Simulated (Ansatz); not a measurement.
Relaxed bulk Pd:

```
Pd
1.0
     0.00000    1.97112    1.97112
     1.97112    0.00000    1.97112
     1.97112    1.97112    0.00000
Pd
1
Direct
  0.00000 0.00000 0.00000
```

Miller indices refer to the conventional cell of Fm-3m (No. 225), a = 3.942 Å, b = 3.942 Å, c = 3.942 Å, α = 90.00°, β = 90.00°, γ = 90.00°.

Consider the (111) slab of 5 planes, 9.1 Å thick with 15 Å of vacuum as cut; outer planes Pd (top) and Pd (bottom), all atoms relaxed.

Method: DFT PBE, scalar-relativistic, plane waves, PAW in Ansatz 0.2.0. Settings: cutoff 420 eV, Γ-centred mesh 15×15×1 on the computed 5-atom cell, Gaussian smearing of 0.10 eV; no spin polarisation. A dipole correction removes the field between periodic images along c.

Q: Give the surface energy (mean of both faces).

A: 1.37 J/m².

Q: Give the work function.

A: 5.22 eV.

Q: The top two planes lie 2.276 Å apart in the bulk. How does relaxation change this?

A: The spacing becomes 2.280 Å (+0.2 %).